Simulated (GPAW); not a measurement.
# MoS2 (P6_3/mmc) in GPAW: single point with PBE

Aim: the single point of MoS2 with PBE.

Everything below comes from runs of GPAW 26.7.0. Logs are shortened: lines on timing, memory, paths and dates and some standing lists are left out, and cuts for length are marked. The log counts tension as positive stress, the text compression.

**Experimental background.**

From “Multiwavelength excitation Raman Scattering Analysis of bulk and 2 dimensional MoS2: Vibrational properties of atomically thin MoS2 layers”, 2015, arxiv:1506.03228, for a bulk crystal of MoS2 at 300 K: band gap 1.3 eV (indirect).

How close the calculation comes is told below.

**1. Starting point**

It takes space group P6_3/mmc (No. 194, hexagonal). The conventional cell has a = 3.169 Å, b = 3.169 Å, c = 12.324 Å, α = 90.00°, β = 90.00°, γ = 120.00°. Mo (site symmetry -6m2) is surrounded by 6 S at 2.41 Å. Around S (site symmetry 3m) lie 3 Mo at 2.41 Å.

**2. Single point, PBE**

run.py reads:

```python
from ase import Atoms
from ase.dft.bandgap import bandgap
from ase.io import write
from ase.units import GPa
from gpaw import GPAW, PW

atoms = Atoms(['Mo', 'Mo', 'S', 'S', 'S', 'S'],
              cell=[[3.169, 0.0, 0.0],
                    [-1.5845, 2.7444345046, 0.0],
                    [0.0, 0.0, 12.324]],
              scaled_positions=[[0.6666666667, 0.3333333333, 0.75],
                                [0.3333333333, 0.6666666667, 0.25],
                                [0.6666666667, 0.3333333333, 0.377],
                                [0.3333333333, 0.6666666667, 0.877],
                                [0.6666666667, 0.3333333333, 0.123],
                                [0.3333333333, 0.6666666667, 0.623]],
              pbc=True)

calc = GPAW(mode=PW(450),
            xc='PBE',
            kpts={'size': (8, 8, 2), 'gamma': True},
            occupations={'name': 'fermi-dirac', 'width': 0.05},
            nbands=46,
            maxiter=120,
            txt='gpaw.txt')
atoms.calc = calc
energy = atoms.get_potential_energy()
forces = atoms.get_forces()
stress = atoms.get_stress()
calc.write('gs.gpw')
write('result.traj', atoms)
print(f'Energy: {energy:.6f} eV')
print('Forces (eV/A):')
print(forces.round(4))
print('Stress (GPa):', (stress / GPa).round(3))
print('Fermi level:', round(calc.get_fermi_level(), 4), 'eV')
print(f'Gap: {bandgap(calc)[0]:.4f} eV, direct: {bandgap(calc, direct=True)[0]:.4f} eV')
```

Potentials or basis: GPAW PAW data sets (gpaw-data 1.2.1), pw.

Command:

```console
OMP_NUM_THREADS=1 python run.py
```

gpaw.txt:

```text
__  _  _
 | _ |_)|_||  |
 |__||  | ||/\| - 26.7.0

Input parameters:
  mode=PW(ecut=450.00000000000006),
  kpts=MonkhorstPack(size=(8, 8, 2), gamma=True),
  maxiter=120,
  nbands=46,
  occupations=Occupations(name='fermi-dirac', width=0.05),
  xc=XC(name='PBE')

Diagonalizing LCAO Hamiltonian
Converting LCAO to pw mode

        S

           Mo
        S

           S
        Mo

           S

Atoms  # Å, Bohr magnetons
|   | symbol |         x |        y |         z |    initial magnetic moments |
|---|--------|-----------|----------|-----------|-----------------------------|
| 0 |     Mo |  1.584500 | 0.914812 |  9.243000 | ( 0.0000,  0.0000,  0.0000) |
| 1 |     Mo | -0.000000 | 1.829623 |  3.081000 | ( 0.0000,  0.0000,  0.0000) |
| 2 |      S |  1.584500 | 0.914812 |  4.646148 | ( 0.0000,  0.0000,  0.0000) |
| 3 |      S | -0.000000 | 1.829623 | 10.808148 | ( 0.0000,  0.0000,  0.0000) |
| 4 |      S |  1.584500 | 0.914812 |  1.515852 | ( 0.0000,  0.0000,  0.0000) |
| 5 |      S | -0.000000 | 1.829623 |  7.677852 | ( 0.0000,  0.0000,  0.0000) |

Unit cell  # Å
| periodic |         x |        y |         z |   lengths |     angles |
|----------|-----------|----------|-----------|-----------|------------|
|      yes |  3.169000 | 0.000000 |  0.000000 |  3.169000 |  90.000000 |
|      yes | -1.584500 | 2.744435 |  0.000000 |  3.169000 |  90.000000 |
|      yes |  0.000000 | 0.000000 | 12.324000 | 12.324000 | 120.000000 |

Number of symmetries: 12
Symmetry operations  # r_c * U_cc + t_c -> r_c
|    | kind |            matrix            |
|----|------|------------------------------|
|  0 |  σ   |  1, 1, 0,  0,-1, 0,  0, 0, 1 |
|  1 |  S6  |  1, 1, 0, -1, 0, 0,  0, 0,-1 |
|  2 |  E   |  1, 0, 0,  0, 1, 0,  0, 0, 1 |
|  3 |  C2  |  1, 0, 0, -1,-1, 0,  0, 0,-1 |
|  4 |  C2  |  0, 1, 0,  1, 0, 0,  0, 0,-1 |
|  5 |  C3  |  0, 1, 0, -1,-1, 0,  0, 0, 1 |
|  6 |  S6  |  0,-1, 0,  1, 1, 0,  0, 0,-1 |
|  7 |  σ   |  0,-1, 0, -1, 0, 0,  0, 0, 1 |
|  8 |  σ   | -1, 0, 0,  1, 1, 0,  0, 0, 1 |
|  9 |  i   | -1, 0, 0,  0,-1, 0,  0, 0,-1 |
| 10 |  C3  | -1,-1, 0,  1, 0, 0,  0, 0, 1 |
| 11 |  C2  | -1,-1, 0,  0, 1, 0,  0, 0,-1 |

BZ-sampling:
  Number of BZ points: 128
  Number of IBZ points: 20

  Monkhorst-Pack size: [8, 8, 2]
  Monkhorst-Pack shift: [0.0625, 0.0625, 0.25]

K-points  # in reciprocal-cell coordinates
|     |                                coordinates |     weight |
|-----|--------------------------------------------|------------|
|   0 | (  0.00000000,   0.00000000,   0.00000000) | 0.00781250 |
|   1 | (  0.00000000,   0.00000000,   0.50000000) | 0.00781250 |
|   2 | (  0.12500000,   0.00000000,   0.00000000) | 0.04687500 |
|   3 | (  0.12500000,   0.00000000,   0.50000000) | 0.04687500 |
|   4 | (  0.25000000,  -0.12500000,   0.00000000) | 0.04687500 |
|   5 | (  0.25000000,  -0.12500000,   0.50000000) | 0.04687500 |
|   6 | (  0.25000000,   0.00000000,   0.00000000) | 0.04687500 |
|   7 | (  0.25000000,   0.00000000,   0.50000000) | 0.04687500 |
|   8 | (  0.37500000,  -0.12500000,   0.00000000) | 0.09375000 |
|   9 | (  0.37500000,  -0.12500000,   0.50000000) | 0.09375000 |
| ... |                                            |            |
|  19 | (  0.50000000,   0.50000000,   0.50000000) | 0.02343750 |

Plane wave coefficients: 2382
Cutoff: 450.00000000000006 eV

Spin-components: 1 (collinear spins)
Bands:           46
Projectors:      32
Spin-degeneracy: 2
Datatype:        complex128

Parallelization:
  kpt:    1
  domain: 1
  band:   1

Density:
  Valence electrons: 52.0
  Components: 1
  Grid points: [16 16 63]
  Charge: 0.0  # |e|

Potential:
  Grid points: [16 16 63]

species:
  Mo:
    name:    Molybdenum
    Z:       42.0
    valence: 14
    core:    28
    charge:  0.0  # [|e|]
    compensation charges:
      type: gauss
      rc: 0.38  # [Å]
      lmax: 2
    cutoffs:
      filter: 2.16  # [Å]
      core: 1.42  # [Å]
    projectors
    | kind |    occ | energy [eV] | rcut [Å] |
    |------|--------|-------------|----------|
    |   4s |  2.000 |     -64.307 |    1.238 |
    |   5s |  1.000 |      -4.084 |    1.238 |
    |   4p |  6.000 |     -38.491 |    1.296 |
    |   5p |  0.000 |      -1.044 |    1.296 |
    |   4d |  5.000 |      -3.754 |    1.296 |
    |    d |        |      23.458 |    1.296 |

    Using partial waves for Mo as LCAO basis

  S:
    name:    Sulfur
    Z:       16.0
    valence: 6
    core:    10
    charge:  0.0  # [|e|]
    compensation charges:
      type: gauss
      rc: 0.24  # [Å]
      lmax: 2
    cutoffs:
      filter: 1.77  # [Å]
      core: 1.66  # [Å]
    projectors
    | kind |    occ | energy [eV] | rcut [Å] |
    |------|--------|-------------|----------|
    |   3s |  2.000 |     -17.254 |    0.974 |
    |   3p |  4.000 |      -7.008 |    0.979 |
    |    s |        |       9.957 |    0.974 |
    |    p |        |      20.203 |    0.979 |
    |    d |        |       0.000 |    0.900 |

    Using partial waves for S as LCAO basis

Reference energy: -263698.624853  # eV

eigensolver:
  PPCG
  Converge bands: occupied
  niter=2

density mixing:
  MSR1-Mixer
  Pratt-step length: 0.05
  Maximum mixing coefficient: 0.75
  Old densities: 10
  SVD Regularization: 0.005
  Good broyden scale: 1.0
  Trust region scale: 1.0
  Backstep threshold: 4.0
  History deletion threshold: 6.0
  Fourier metric: weight=20.0, sigma=0.015

occupation numbers:
  Fermi-Dirac:
    width: 0.0500  # eV

poisson solver:
  ecut: 3600.0000000000005  # eV

xc functional:
  name: PBE with 2 nearest neighbor stencil

convergence criteria:
- Maximum [total energy] change in last 3 cyles: 0.0005 eV / valence electron
- Maximum integral of absolute [dens]ity change: 0.0001 electrons / valence electron
- Maximum integral of absolute [eigenst]ate change: 4e-08 eV^2 / valence electron
maximum number of iterations: 120

SCF iterations
|iter     | |      energy | eigst |  dens |
|---------|-|-------------|-------|-------|
|iter:   1| |  -47.141017 | +0.50 |       |
|iter:   2| |  -46.287031 | -1.16 | -0.98 |
|iter:   3| |  -44.237378 | -1.13 | -1.05 |
|iter:   4| |  -44.121732 | -1.97 | -1.46 |
|iter:   5| |  -44.123695 | -2.58 | -1.77 |
|iter:   6| |  -44.116751c| -3.08 | -2.04 |
|iter:   7| |  -44.111566c| -4.05 | -2.53 |
|iter:   8| |  -44.111467c| -5.31 | -3.06 |
|iter:   9| |  -44.111477c| -6.23 | -3.56 |
|iter:  10| |  -44.111477c| -7.59c| -4.39c|

Converged in 10 steps
Energy contributions relative to reference atoms: (reference = -263698.624853)

Energy contributions:
  Kinetic:          -1.049345
  Coulomb:         -11.100268
  Zero:             -0.353014
  External:          0.000000
  Xc:              -31.608847
  Entropy:          -0.000004
  Spinorbit:         0.000000
  ----------------------------
  Free energy:     -44.111479
  Extrapolated:    -44.111477

dipole moment: (0.000001, 0.000002, 0.000007)  # |e|*Ang

Fermi level: 8.592
Eigenvalues  # (at kpt = [0.000, 0.000, 0.000])
| band index |      eig [eV] | occ [0-2] |
|------------|---------------|-----------|
|          0 |       -53.401 |     2.000 |
|        ... |               |           |
|         18 |         4.937 |     2.000 |
|         19 |         6.019 |     2.000 |
|         20 |         6.019 |     2.000 |
|         21 |         6.065 |     2.000 |
|         22 |         6.065 |     2.000 |
|         23 |         6.993 |     2.000 |
|         24 |         7.029 |     2.000 |
|         25 |         8.169 |     2.000 |
|         26 |        10.263 |     0.000 |
|         27 |        10.263 |     0.000 |
|         28 |        10.292 |     0.000 |
|         29 |        10.292 |     0.000 |
|         30 |        10.429 |     0.000 |
|         31 |        10.429 |     0.000 |
|         32 |        10.600 |     0.000 |
|         33 |        10.600 |     0.000 |
|        ... |               |           |
|         45 |        20.564 |     0.000 |

Gap: 0.973 eV
Transition (v -> c):
  (s=0, k=0, n=25, [0.00, 0.00, 0.00]) -> (s=0, k=8, n=26, [0.38, -0.12, 0.00])
Direct/indirect transitions are different
Direct gap: 1.911 eV
Transition at: (s=0, k=12, n=25, [0.38, 0.38, 0.00])

Forces  # eV/Ang
|        x |        y |        z |
|----------|----------|----------|
|  0.00000 | -0.00000 | -0.00037 |  # Mo   0
|  0.00000 |  0.00000 |  0.00037 |  # Mo   1
|  0.00000 |  0.00000 | -0.05663 |  # S    2
| -0.00000 |  0.00000 | -0.05509 |  # S    3
|  0.00000 | -0.00000 |  0.05509 |  # S    4
|  0.00000 |  0.00000 |  0.05663 |  # S    5

Stress tensor  # eV/Ang^3
|         x |         y |         z |
|-----------|-----------|-----------|
| -0.010089 |  0.000000 |  0.000000 |
| -0.000000 | -0.010089 |  0.000000 |
|  0.000000 |  0.000000 | -0.012876 |

# Writing to gs.gpw (mode='')
```

It took 34 s on 1 thread of Arm Neoverse V2, shared host; peak memory 0.2 GiB.

What came out:

```yaml
Free_energy: -44.1115 eV
Pressure: 1.8 GPa
Largest_force: 0.057 eV/Å
Band_gap_on_the_k_mesh: 0.97 eV, indirect (least direct gap 1.91 eV)
```

Forces in eV/Å, atoms in the order of the input:
```
Mo   0.000  0.000  0.000
Mo   0.000  0.000  0.000
S    0.000  0.000 -0.057
S    0.000  0.000 -0.055
S    0.000  0.000  0.055
S    0.000  0.000  0.057
```

Levels at points of the mesh, in eV from the valence-band top:
```
           k point  band 22  band 23  band 24  band 25  band 26  band 27  band 28  band 29  band 30  band 31
(0.00, 0.00, 0.00)    -2.10    -2.10    -1.18    -1.14     0.00     2.09     2.09     2.12     2.12     2.26
(0.00, 0.00, 0.50)    -2.13    -2.13    -2.13    -0.26    -0.26     2.10     2.10     2.10     2.10     2.35
(0.50, 0.50, 0.00)    -2.46    -1.72    -1.52    -1.39    -1.27     1.57     1.62     1.97     2.23     2.83
(0.50, 0.50, 0.50)    -2.60    -1.62    -1.62    -1.32    -1.32     1.59     1.59     2.11     2.11     3.20
```

Caveat: the cutoff is short for stress and forces, so pressures can be off by a GPa or more; this functional lacks dispersion, which binds the layers, so the pressure and a relaxed spacing across them are unreliable.

**3. Against experiment**

Step 2. Against the measured gap of MoS2, 1.3 eV (indirect; 300 K; “Multiwavelength excitation Raman Scattering Analysis of bulk and 2 dimensional MoS2: Vibrational properties of atomically thin MoS2 layers”, 2015, arxiv:1506.03228), the calculated 0.97 eV is off by -0.33 eV. Spin-orbit coupling on Mo is left out. The value is that of PBE on a finite k mesh, which can miss the band edges, without temperature or zero-point motion. Semilocal functionals fall short of measured gaps as a rule.
